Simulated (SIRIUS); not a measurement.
The system is CuO.

```
Cu O
1.0
     2.83633    0.00000    0.00000
    -1.41816    2.45633    0.00000
     0.00000    0.00000    2.76811
Cu O
1 1
Direct
  0.00000 0.00000 0.00000
  0.66667 0.33333 0.50000
```

Measurements of this composition are mostly on another form, of space group No. 15.

Base run:

* Program: SIRIUS 7.10.0
* Functional: LDA
* Potentials or basis: PseudoDojo 0.4.1 PBE standard (scalar relativistic)
* Cutoff: 1254 eV
* Density cutoff: 5016 eV
* k mesh: 9 × 9 × 8
* Occupations: fermi-dirac, width 0.05 eV
* Spin: no spin polarisation

Its results: band gap on the k mesh none (metal or under the smearing width); pressure -16.9 GPa.

**Question.** The run is repeated on the same cell with these changes: functional from LDA to revPBE; libxc names from ["XC_LDA_X", "XC_LDA_C_PW"] to ["XC_GGA_X_PBE_R", "XC_GGA_C_PBE"]. What comes out?

**Answer.** Band gap on the k mesh none (metal or under the smearing width); pressure 3.2 GPa.

Caveats: the potentials were made for another functional, which shifts forces and pressure; an odd number of electrons without spin polarisation forces a metal; a magnetic or distorted state may lie lower; the run has no spin polarisation, though such a crystal can be magnetic; semilocal functionals often make such compounds metallic where correlation or magnetic order opens a gap, which also shifts bond lengths.

Not every run made on this cell is shown here.
